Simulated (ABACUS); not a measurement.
The system is Li.

```
Li
1.0
    -1.75465    1.75465    1.75465
     1.75465   -1.75465    1.75465
     1.75465    1.75465   -1.75465
Li
1
Direct
  0.00000 0.00000 0.00000
```

```yaml
Program: ABACUS 3.10.1
Task: relaxation of cell and atoms
Functional: PW91
Potentials_or_basis: SG15 ONCV 1.2 PBE
Cutoff: 1007 eV
Density_cutoff: 4027 eV
Basis: plane waves
k_mesh: 9 × 9 × 9
Occupations: fermi-dirac, width 0.05 eV
Spin: no spin polarisation
```

At the start: pressure -0.7 GPa; volume 21.61 Å³/atom.

Q: How do energy, volume and symmetry change on relaxing?

A: Over 11 steps the energy falls by 2.7 meV/atom and the volume is 20.48 Å³/atom (-5.2 %); space group Im-3m (No. 229, to 0.05 Å).

The path:
| step | energy change (eV) | largest force (eV/Å) | pressure (GPa) | volume (Å³) |
| --- | --- | --- | --- | --- |
| 1 | 0.0000 | 0.0000 | -0.71 | 21.61 |
| 2 | -0.0012 | 0.0000 | -0.54 | 21.30 |
| 3 | -0.0027 | 0.0000 | -0.14 | 20.63 |
| 4 | -0.0027 | 0.0000 | -0.13 | 20.61 |
| 5 | -0.0027 | 0.0000 | -0.10 | 20.57 |
| 6 | -0.0027 | 0.0000 | -0.10 | 20.56 |
| 7 | -0.0027 | 0.0000 | -0.08 | 20.55 |
| 8 | -0.0027 | 0.0000 | -0.08 | 20.54 |
| 9 | -0.0027 | 0.0000 | -0.07 | 20.52 |
| 10 | -0.0027 | 0.0000 | -0.06 | 20.51 |
| 11 | -0.0027 | 0.0000 | -0.04 | 20.48 |

Final structure:
```cif
data_structure
_symmetry_space_group_name_H-M 'P 1'
_symmetry_Int_Tables_number 1
_cell_length_a 2.9854
_cell_length_b 2.9854
_cell_length_c 2.9854
_cell_angle_alpha 109.471
_cell_angle_beta 109.471
_cell_angle_gamma 109.471
_cell_volume 20.48
loop_
_atom_site_label
_atom_site_type_symbol
_atom_site_fract_x
_atom_site_fract_y
_atom_site_fract_z
_atom_site_occupancy
Li1 Li 0.00000 0.00000 0.00000 1
```

Caveat: the potentials were made for another functional, which shifts forces and pressure.
